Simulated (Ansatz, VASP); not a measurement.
# Two plane-wave programs on Mg

```xyz
3
Lattice="5.0769 0.0000 0.0000 -2.5384 4.3967 0.0000 0.0000 0.0000 3.0647" Properties=species:S:1:pos:R:3 pbc="T T T"
Mg    0.0000    0.0000    0.0000
Mg    0.0000    2.9311    1.5323
Mg    2.5384    1.4656    1.5323
```

Alike in both runs: functional PBEsol; k mesh 12 × 12 × 14; occupations gaussian, width 0.1 eV; no spin polarisation.

Ansatz relaxed the structure, and its values are those at the end. VASP's run is a single point on that final structure, the one shown.

|  | VASP | Ansatz |
| --- | --- | --- |
| version | VASP 6.6.1 | Ansatz 0.2.0 |
| potentials or method | VASP PAW PBE potentials, release 64 (Mg) | scalar-relativistic, plane waves, PAW |
| plane-wave cutoff (eV) | 520 | 420 |
| valence electrons in the cell | 6 | 30 |

|  | VASP | Ansatz | Ansatz less VASP |
| --- | --- | --- | --- |
| gap on the k mesh at the Fermi level (eV) | none | none | - |
| pressure (GPa) | 0.0 | 0.0 | +0.05 |

A gap of «none» marks a metal or a gap that the smearing closes. The two sets of potentials don't hold the same shells in valence.

Caveats: the PAW data sets were made with another functional, which shifts forces and pressure a little (VASP).
